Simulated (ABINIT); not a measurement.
# CdSe (Pm-3m) in ABINIT: reference runs

How does CdSe come out in PBE? The cell is run as given.

All numbers are computed with ABINIT 10.8.3 (patched build); they aren't measurements. Logs are shortened: lines on timing, memory, paths and dates and some standing lists are left out, and cuts for length are marked. The log counts tension as positive stress, the text compression.

**1. Starting point**

The structure is cubic, space group Pm-3m (No. 221). Conventional cell: a = 3.557 Å, b = 3.557 Å, c = 3.557 Å, α = 90.00°, β = 90.00°, γ = 90.00°. Around Cd (site symmetry m-3m) lie 8 Se at 3.08 Å. Se (site symmetry m-3m) has 8 Cd at 3.08 Å as nearest neighbours.

The cell was built by a generator and needn't be a form met in nature.

**2. Single point, PBE**

The input, run.abi:

```
# Pseudopotentials
pp_dirpath "./"
pseudos "Cd.GGA_PBE-JTH.xml, Se.GGA_PBE-JTH.xml"

# Structure
structure "poscar:POSCAR"
natom 2

# Plane-wave basis
ecut 22.0
pawecutdg 44.0
pawxcdev 0

# k points
kptopt 1
ngkpt 8 8 8
nshiftk 1
shiftk 0.0 0.0 0.0

# Exchange and correlation
ixc 11

# Bands and occupations
nband 13
occopt 3
tsmear 0.00183747

# SCF cycle
nstep 100
tolvrs 1.0e-9

# Output
iomode 3
prtwf 0
prtden 0
prteig 0
prtebands 0
enunit 1
```

The input, POSCAR:

```
CdSe
1.0
    3.5568600000      0.0000000000      0.0000000000
    0.0000000000      3.5568600000      0.0000000000
    0.0000000000      0.0000000000      3.5568600000
Cd Se
1 1
Direct
    0.5000000000      0.5000000000      0.5000000000  Cd
    0.0000000000      0.0000000000      0.0000000000  Se
```

Potentials or basis: JTH PAW PBE v2.0.

The run is started by

```console
abinit run.abi > log 2>&1
```

run.abo:

```text
.Version 10.8.3 of ABINIT
 Symmetries : space group Pm -3 m (#221); Bravais cP (primitive cubic)
================================================================================
 Values of the parameters that define the memory need of the present run
     intxc =       0    ionmov =       0      iscf =      17    lmnmax =      18
     lnmax =       6     mgfft =      30  mpssoang =       3    mqgrid =    3001
     natom =       2  nloc_mem =       2    nspden =       1   nspinor =       1
    nsppol =       1      nsym =      48    n1xccc =       1    ntypat =       2
    occopt =       3   xclevel =       2
       mpw =        1514          nfft =       27000          nkpt =          35
 PAW method is used; the additional fine FFT grid is defined by:
   mgfftf=        45    nfftf =     91125
================================================================================
================================================================================

--------------------------------------------------------------------------------
------------- Echo of variables that govern the present computation ------------
--------------------------------------------------------------------------------
 -outvars: echo values of preprocessed input variables --------
            acell      1.0000000000E+00  1.0000000000E+00  1.0000000000E+00 Bohr
              amu      1.12411000E+02  7.89600000E+01
             ecut      2.20000000E+01 Hartree
           enunit           1
              ixc          11
         kptrlatt        8    0    0      0    8    0      0    0    8
          kptrlen      5.37719301E+01
            natom           2
            nband          13
            ngfft          30      30      30
          ngfftdg          45      45      45
             nkpt          35
            nstep         100
             nsym          48
           ntypat           2
           occopt           3
        pawecutdg      4.40000000E+01 Hartree
         pawxcdev           0
           prtden           0
        prtebands           0
           prteig           0
            prtwf           0
            rprim      6.7214912682E+00  0.0000000000E+00  0.0000000000E+00
                       0.0000000000E+00  6.7214912682E+00  0.0000000000E+00
                       0.0000000000E+00  0.0000000000E+00  6.7214912682E+00
          spgroup         221
           tolvrs      1.00000000E-09
           tsmear      1.83747000E-03 Hartree
            typat      1  2
           useylm           1
           xangst      1.7784300000E+00  1.7784300000E+00  1.7784300000E+00
                       0.0000000000E+00  0.0000000000E+00  0.0000000000E+00
            xcart      3.3607456341E+00  3.3607456341E+00  3.3607456341E+00
                       0.0000000000E+00  0.0000000000E+00  0.0000000000E+00
             xred      5.0000000000E-01  5.0000000000E-01  5.0000000000E-01
                       0.0000000000E+00  0.0000000000E+00  0.0000000000E+00
            znucl       48.00000   34.00000

================================================================================

 chkinp: Checking input parameters for consistency.

================================================================================
== DATASET  1 ==================================================================

--- !DatasetInfo
iteration_state: {dtset: 1, }
dimensions: {natom: 2, nkpt: 35, mband: 13, nsppol: 1, nspinor: 1, nspden: 1, mpw: 1514, }
cutoff_energies: {ecut:  22.0, pawecutdg:  44.0, }
electrons: {nelect:   1.80000000E+01, charge:   0.00000000E+00, occopt:   3.00000000E+00, tsmear:   1.83747000E-03, }
meta: {optdriver: 0, ionmov: 0, optcell: 0, iscf: 17, paral_kgb: 0, }
...

 Exchange-correlation functional for the present dataset will be:
  GGA: Perdew-Burke-Ernzerhof functional - ixc=11
  J.P.Perdew, K.Burke, M.Ernzerhof, PRL 77, 3865 (1996)

 Real(R)+Recip(G) space primitive vectors, cartesian coordinates (Bohr,Bohr^-1):
 R(1)=  6.7214913  0.0000000  0.0000000  G(1)=  0.1487765  0.0000000  0.0000000
 R(2)=  0.0000000  6.7214913  0.0000000  G(2)=  0.0000000  0.1487765  0.0000000
 R(3)=  0.0000000  0.0000000  6.7214913  G(3)=  0.0000000  0.0000000  0.1487765
 Unit cell volume ucvol=  3.0366652E+02 bohr^3
 Angles (23,13,12)=  9.00000000E+01  9.00000000E+01  9.00000000E+01 degrees

 Coarse grid specifications (used for wave-functions):

 getcut: wavevector=  0.0000  0.0000  0.0000  ngfft=  30  30  30
         ecut(hartree)=     22.000   => boxcut(ratio)=   2.11387

 Fine grid specifications (used for densities):

 getcut: wavevector=  0.0000  0.0000  0.0000  ngfft=  45  45  45
         ecut(hartree)=     44.000   => boxcut(ratio)=   2.19228

--- Pseudopotential description ------------------------------------------------
- pspini: atom type   1  psp file is ./Cd.GGA_PBE-JTH.xml
 Pseudopotential format is: paw10
 basis_size (lnmax)=  6 (lmn_size= 18), orbitals=   0   0   1   1   2   2
 Spheres core radius: rc_sph= 2.50233826
 Shapefunction is BESSEL type: shapef(r,l)=aa(1,l)*jl(q(1,l)*r)+aa(2,l)*jl(q(2,l)*r)
 Radius for shape functions =  2.31074885
 Compensation charge density is not taken into account in XC energy/potential

- pspini: atom type   2  psp file is ./Se.GGA_PBE-JTH.xml
 Pseudopotential format is: paw10
 basis_size (lnmax)=  4 (lmn_size=  8), orbitals=   0   0   1   1
 Spheres core radius: rc_sph= 2.21132333
 Shapefunction is BESSEL type: shapef(r,l)=aa(1,l)*jl(q(1,l)*r)+aa(2,l)*jl(q(2,l)*r)
 Radius for shape functions =  2.00656599
 Compensation charge density is not taken into account in XC energy/potential

   1.02651429E+03                                ecore*ucvol(ha*bohr**3)
--------------------------------------------------------------------------------

================================================================================

--- !BeginCycle
iteration_state: {dtset: 1, }
solver: {iscf: 17, nstep: 100, nline: 4, wfoptalg: 10, }
tolerances: {tolvrs: 1.00E-09, }
...

     iter   Etot(hartree)      deltaE(h)  residm     nres2
 ETOT  1  -57.084214803534    -5.708E+01 1.580E-01 3.548E+00
 ETOT  2  -57.133155944356    -4.894E-02 1.011E-02 5.183E-01
 ETOT  3  -57.132233808913     9.221E-04 2.124E-03 6.832E-02
 ETOT  4  -57.132495791933    -2.620E-04 1.799E-03 1.911E-02
 ETOT  5  -57.132601530160    -1.057E-04 1.087E-03 7.787E-04
 ETOT  6  -57.132637609607    -3.608E-05 1.156E-03 4.661E-05
 ETOT  7  -57.132650897766    -1.329E-05 1.016E-03 1.902E-05
 ETOT  8  -57.132654425528    -3.528E-06 4.051E-04 2.373E-06
 ETOT  9  -57.132655407983    -9.825E-07 1.046E-04 5.299E-07
 ETOT 10  -57.132655695879    -2.879E-07 4.899E-05 4.528E-07
 ETOT 11  -57.132655794874    -9.900E-08 1.936E-05 6.712E-08
 ETOT 12  -57.132655830050    -3.518E-08 2.011E-05 2.894E-08
 ETOT 13  -57.132655842849    -1.280E-08 9.335E-06 1.629E-09
 ETOT 14  -57.132655847465    -4.617E-09 7.793E-06 1.642E-09
 ETOT 15  -57.132655849169    -1.703E-09 4.362E-06 3.632E-10

 At SCF step   15       nres2   =  3.63E-10 < tolvrs=  1.00E-09 =>converged.

 Cartesian components of stress tensor (hartree/bohr^3)
  sigma(1 1)=  6.34501060E-07  sigma(3 2)=  0.00000000E+00
  sigma(2 2)=  6.34501060E-07  sigma(3 1)=  0.00000000E+00
  sigma(3 3)=  6.34501060E-07  sigma(2 1)=  0.00000000E+00

--- !ResultsGS
iteration_state: {dtset: 1, }
comment   : Summary of ground state results
lattice_vectors:
- [  6.7214913,   0.0000000,   0.0000000, ]
- [  0.0000000,   6.7214913,   0.0000000, ]
- [  0.0000000,   0.0000000,   6.7214913, ]
lattice_lengths: [   6.72149,    6.72149,    6.72149, ]
lattice_angles: [ 90.000,  90.000,  90.000, ] # degrees, (23, 13, 12)
lattice_volume:   3.0366652E+02
convergence: {deltae: -1.703E-09, res2:  3.632E-10, residm:  4.362E-06, diffor: null, }
etotal    :  -5.71326558E+01
entropy   :   0.00000000E+00
fermie    :   1.44758002E-01
cartesian_stress_tensor: # hartree/bohr^3
- [  6.34501060E-07,   0.00000000E+00,   0.00000000E+00, ]
- [  0.00000000E+00,   6.34501060E-07,   0.00000000E+00, ]
- [  0.00000000E+00,   0.00000000E+00,   6.34501060E-07, ]
pressure_GPa:  -1.8668E-02
xred      :
- [  5.0000E-01,   5.0000E-01,   5.0000E-01, Cd]
- [  0.0000E+00,   0.0000E+00,   0.0000E+00, Se]
cartesian_forces: # hartree/bohr
- [ -0.00000000E+00,  -0.00000000E+00,  -0.00000000E+00, ]
- [ -0.00000000E+00,  -0.00000000E+00,  -0.00000000E+00, ]
force_length_stats: {min:   0.00000000E+00, max:   0.00000000E+00, mean:   0.00000000E+00, }
...

 Integrated electronic density in atomic spheres:
 ------------------------------------------------
 Atom  Sphere_radius  Integrated_density
    1        2.50234         10.27793445
    2        2.21132          3.86916785

================================================================================

 ----iterations are completed or convergence reached----

 Mean square residual over all n,k,spin=   33.699E-09; max=  43.625E-07
 reduced coordinates (array xred) for    2 atoms
       0.500000000000      0.500000000000      0.500000000000
       0.000000000000      0.000000000000      0.000000000000
 rms dE/dt=  0.0000E+00; max dE/dt=  0.0000E+00; dE/dt below (all hartree)
    1       0.000000000000      0.000000000000      0.000000000000
    2       0.000000000000      0.000000000000      0.000000000000

 cartesian coordinates (angstrom) at end:
    1      1.77843000000000     1.77843000000000     1.77843000000000
    2      0.00000000000000     0.00000000000000     0.00000000000000

 cartesian forces (hartree/bohr) at end:
    1     -0.00000000000000    -0.00000000000000    -0.00000000000000
    2     -0.00000000000000    -0.00000000000000    -0.00000000000000
 frms,max,avg= 0.0000000E+00 0.0000000E+00   0.000E+00  0.000E+00  0.000E+00 h/b

 cartesian forces (eV/Angstrom) at end:
    1     -0.00000000000000    -0.00000000000000    -0.00000000000000
    2     -0.00000000000000    -0.00000000000000    -0.00000000000000
 frms,max,avg= 0.0000000E+00 0.0000000E+00   0.000E+00  0.000E+00  0.000E+00 e/A
 length scales=  1.000000000000  1.000000000000  1.000000000000 bohr
              =  0.529177210544  0.529177210544  0.529177210544 angstroms
 Fermi (or HOMO) energy (eV) =   3.93907   Average Vxc (eV)= -10.25978
 Eigenvalues (   eV  ) for nkpt=  35  k points:
 kpt#   1, nband= 13, wtk=  0.00195, kpt=  0.0000  0.0000  0.0000 (reduced coord)
  -9.63039   -4.77791   -4.77791   -4.36230   -4.36230   -4.36230    2.35627    2.79183
   2.79183    2.79183   10.10984   10.10984   14.53172
 prteigrs : prtvol=0 or 1, do not print more k-points.

--- !EnergyTerms
iteration_state     : {dtset: 1, }
comment             : Components of total free energy in Hartree
kinetic             :  1.62499885402492E+01
hartree             :  1.10261565565866E+01
xc                  : -9.49659125574626E+00
Ewald energy        : -4.65813538249656E+01
psp_core            :  3.38039992026702E+00
local_psp           : -3.60598304655560E+01
PAW spherical_terms :  4.34909665707925E+00
internal            : -5.71321338720858E+01
'-kT*entropy'       : -5.14688249168070E-04
total_energy        : -5.71326485603349E+01
total_energy_eV     : -1.55465856723116E+03
...

--- !EnergyTermsDC
iteration_state     : {dtset: 1, }
comment             : '"Double-counting" decomposition of free energy'
band_energy         : -2.00119906552350E+00
Ewald energy        : -4.65813538249656E+01
psp_core            :  3.38039992026702E+00
xc_dc               : -1.30795456792351E+01
PAW spherical_terms :  1.14955748853788E+00
internal            : -5.71321411609193E+01
'-kT*entropy'       : -5.14688249168070E-04
total_energy_dc     : -5.71326558491685E+01
total_energy_dc_eV  : -1.55465876557043E+03
...

--- !EnergyTermsWithPAWCore
iteration_state     : {dtset: 1, }
comment             : 'Components of total free energy, including PAW core contributions'
Total energy        : -8.02477270792198E+03
Total energy DC     : -8.02477271521081E+03
Total energy (eV)   : -2.18365189691472E+05
Total energy DC (eV): -2.18365189889811E+05
...

 Cartesian components of stress tensor (hartree/bohr^3)
  sigma(1 1)=  6.34501060E-07  sigma(3 2)=  0.00000000E+00
  sigma(2 2)=  6.34501060E-07  sigma(3 1)=  0.00000000E+00
  sigma(3 3)=  6.34501060E-07  sigma(2 1)=  0.00000000E+00

-Cartesian components of stress tensor (GPa)         [Pressure= -1.8668E-02 GPa]
- sigma(1 1)=  1.86676657E-02  sigma(3 2)=  0.00000000E+00
- sigma(2 2)=  1.86676657E-02  sigma(3 1)=  0.00000000E+00
- sigma(3 3)=  1.86676657E-02  sigma(2 1)=  0.00000000E+00

== END DATASET(S) ==============================================================
================================================================================

 -outvars: echo values of variables after computation  --------
            acell      1.0000000000E+00  1.0000000000E+00  1.0000000000E+00 Bohr
           etotal     -5.7132655849E+01
            fcart     -0.0000000000E+00 -0.0000000000E+00 -0.0000000000E+00
                      -0.0000000000E+00 -0.0000000000E+00 -0.0000000000E+00
            rprim      6.7214912682E+00  0.0000000000E+00  0.0000000000E+00
                       0.0000000000E+00  6.7214912682E+00  0.0000000000E+00
                       0.0000000000E+00  0.0000000000E+00  6.7214912682E+00
           strten      6.3450106018E-07  6.3450106017E-07  6.3450106016E-07
                       0.0000000000E+00  0.0000000000E+00  0.0000000000E+00
           xangst      1.7784300000E+00  1.7784300000E+00  1.7784300000E+00
                       0.0000000000E+00  0.0000000000E+00  0.0000000000E+00
             xred      5.0000000000E-01  5.0000000000E-01  5.0000000000E-01
                       0.0000000000E+00  0.0000000000E+00  0.0000000000E+00
 Calculation completed.
```

Run time: 22 s. Hardware: 1 thread of Arm Neoverse V2, shared host; peak memory 0.13 GiB.

Results:

```
Free energy                                           : -1554.6588 eV
Pressure                                              : 0.0 GPa
Band gap on the k mesh                                : none (metal or under the smearing width)
Valence electrons inside the program's atomic spheres : Cd 10.28; Se 3.87
```

**3. Single point, PBE**

The input, run.py:

```python
import json, os
import numpy as np
from ase.units import GPa
from ase.calculators.abinit import Abinit, AbinitProfile
from ase.io import read

atoms = read('CdSe.cif')

profile = AbinitProfile(command='abinit', pp_paths=[os.path.abspath('pseudos')])
params = dict(
    pps='pawxml', xc='PBE',
    ecut=598.6505,
    pawecutdg=1197.301,
    pawxcdev=0,
    kptopt=1,
    ngkpt=[8, 8, 8],
    nshiftk=1,
    shiftk=[0.0, 0.0, 0.0],
    ixc=11,
    nband=13,
    occopt=3,
    tsmear=0.05,
    nstep=100,
    tolvrs=1e-09,
    prtwf=0,
    prtden=0,
)

atoms.calc = Abinit(profile=profile, directory='run', **params)
energy = atoms.get_potential_energy()
forces = atoms.get_forces()
stress = atoms.get_stress()
print(f'energy {energy:.6f} eV')
print('forces (eV/A)')
print(np.round(forces, 5))
print('stress (GPa, Voigt, tension positive)', np.round(stress / GPa, 4))
json.dump(dict(energy=energy, forces=forces.tolist(), stress=stress.tolist(), cell=atoms.cell.tolist(), frac=atoms.get_scaled_positions(wrap=False).tolist()), open('results.json', 'w'))
```

The input, CdSe.cif:

```cif
data_CdSe
_cell_length_a 3.55686000
_cell_length_b 3.55686000
_cell_length_c 3.55686000
_cell_angle_alpha 90.00000000
_cell_angle_beta 90.00000000
_cell_angle_gamma 90.00000000
_space_group_name_H-M_alt 'P1'
_space_group_name_Hall 'P 1'
_space_group_IT_number 1
loop_
_space_group_symop_operation_xyz
'x,y,z'
loop_
_atom_site_label
_atom_site_type_symbol
_atom_site_symmetry_multiplicity
_atom_site_Wyckoff_symbol
_atom_site_fract_x
_atom_site_fract_y
_atom_site_fract_z
_atom_site_occupancy
Cd1 Cd 1 a 0.5000000000 0.5000000000 0.5000000000 1
Se1 Se 1 a 0.0000000000 0.0000000000 0.0000000000 1
```

Potentials or basis: JTH PAW PBE v2.0.

The run is started by

```console
python run.py
```

Output:

```text
energy -1554.658567 eV
forces (eV/A)
[[-0. -0. -0.]
 [-0. -0. -0.]]
stress (GPa, Voigt, tension positive) [0.0187 0.0187 0.0187 0.     0.     0.    ]
```

abinit.in:

```text
ecut 598.6505 eV
ixc 11
kptopt 1
natom 2
nband 13
ngkpt
8 8 8
nshiftk 1
nsppol 1
nstep 100
occopt 3
pawecutdg 1197.301 eV
pawxcdev 0
prtden 0
prtwf 0
shiftk
0.0 0.0 0.0
tolvrs 1e-09
tsmear 0.05 eV
#Definition of the unit cell
acell
1.00000000000000 1.00000000000000 1.00000000000000 Angstrom
rprim
3.55686000000000 0.00000000000000 0.00000000000000
0.00000000000000 3.55686000000000 0.00000000000000
0.00000000000000 0.00000000000000 3.55686000000000
chkprim 0 # Allow non-primitive cells
#Definition of the atom types
ntypat 2
znucl 34 48
#Enumerate different atomic species
typat
 2 1
pseudos "./pseudos/Se.GGA_PBE-JTH.xml,
./pseudos/Cd.GGA_PBE-JTH.xml"
#Definition of the atoms
xcart
3.36074563397217 3.36074563397217 3.36074563397217
0.00000000000000 0.00000000000000 0.00000000000000
chkexit 1 # abinit.exit file in the running directory terminates after the current SCF
```

abinit.abo:

```text
.Version 10.8.3 of ABINIT
 Symmetries : space group Pm -3 m (#221); Bravais cP (primitive cubic)
================================================================================
 Values of the parameters that define the memory need of the present run
     intxc =       0    ionmov =       0      iscf =      17    lmnmax =      18
     lnmax =       6     mgfft =      30  mpssoang =       3    mqgrid =    3001
[... 269 lines left out ...]
           strten      6.3450322741E-07  6.3450322742E-07  6.3450322742E-07
                       0.0000000000E+00  0.0000000000E+00  0.0000000000E+00
           xangst      1.7784299999E+00  1.7784299999E+00  1.7784299999E+00
                      -6.6680271021E-11 -6.6680271021E-11 -6.6680271021E-11
             xred      4.9999999998E-01  4.9999999998E-01  4.9999999998E-01
                      -1.8746948438E-11 -1.8746948438E-11 -1.8746948438E-11
 Calculation completed.
```

Wall time 23 s (1 thread of Arm Neoverse V2, shared host); peak memory 0.13 GiB.

What came out:

| Item | Value |
| --- | --- |
| Free energy | -1554.6588 eV |
| Pressure | 0.0 GPa |
| Band gap on the k mesh | none (metal or under the smearing width) |
| Valence electrons inside the program's atomic spheres | Cd 10.28; Se 3.87 |
